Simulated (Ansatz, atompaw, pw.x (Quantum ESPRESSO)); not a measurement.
silicon: one change to the PAW (atompaw) potential, in the atom and in the fcc crystal

| Item | Value |
| --- | --- |
| Element | silicon |
| Generator | atompaw 4.2.0.5 |
| Type | PAW |
| Functional | LDA (PW92) |
| Relativity | scalar-relativistic |
| Frozen core | [Ne] |
| Valence charge | 4 |
| Reference configuration | 3s1.75 3p2.25 |
| Partial waves | 3s (bound): rc 2.00 bohr; 3s channel at -0.3 Ry: rc 2.00 bohr; 3p (bound): rc 2.00 bohr; 3p channel at 3.55 Ry: rc 2.00 bohr |
| Local potential | ultrasoft scheme with l = 2 at 1 Ry, radius 1.90 bohr |
| Core correction | smooth core density matched at 1.20 bohr |
| Augmentation charge | besselshape compensation charge, radius 1.90 bohr; PAW radius 2.00 bohr; waves and projectors: custom rrkj vanderbiltortho |

Change: local potential ultrasoft scheme with l = 2 at 1 Ry, radius 1.32 bohr.

Cutoffs, loose and tight: the cutoffs (Ry, on a coarse ladder) from which the occupation-weighted sum of valence levels, in a spherical-Bessel basis at the reference potential, stays within 10 and 1 mRy of its value at 400 Ry. They see the waves, projectors and local potential, not the compensation charge or the core.

Crystal test: fcc Si in pw.x 7.5, no spin, 15³ k-points, Fermi–Dirac smearing 0.01 Ry, cutoffs set for each file from its atomic test. The reference is all-electron LAPW (Ansatz 0.2.0) with the same functional, mesh and smearing; V0 and B0 come from Birch–Murnaghan fits to the pressures at five volumes. Errors are pseudo minus all-electron; Δ is the rms difference of the E(V) curves that follow from these fits, minima aligned, over ±6 % about the mean V0. Mesh and smearing are coarse, so the numbers serve the comparison and aren't converged zero-temperature values; the lattice is a test structure that the element need not adopt.

All-electron: a0 = 3.818 Å (V0 = 13.92 Å³/atom), B0 = 90.0 GPa.

Question: Does the change bring the crystal closer to the all-electron result?

Answer: The mean pressure error goes from -3.89 to -0.79 GPa, so the change moves the solid closer to the all-electron pressures.

```json
{"quantity": "outcome (atom)", "base": "generated", "changed": "generated"}
{"quantity": "cutoff, loose (atom)", "base": "8 Ry", "changed": "8 Ry"}
{"quantity": "cutoff, tight (atom)", "base": "15 Ry", "changed": "15 Ry"}
{"quantity": "bound ghosts (atom)", "base": "none", "changed": "none"}
{"quantity": "cutoffs in pw.x (Ry)", "base": "40/400", "changed": "40/400"}
{"quantity": "a0 (Å)", "base": "3.762", "changed": "3.807"}
{"quantity": "a0 error (%)", "base": "-1.48", "changed": "-0.29"}
{"quantity": "B0 error (%)", "base": "+3.2", "changed": "+0.5"}
{"quantity": "Δ (meV/atom)", "base": "12.2", "changed": "2.4"}
{"quantity": "mean pressure error (GPa)", "base": "-3.89", "changed": "-0.79"}
```

Base: This is a poor potential for the solid.
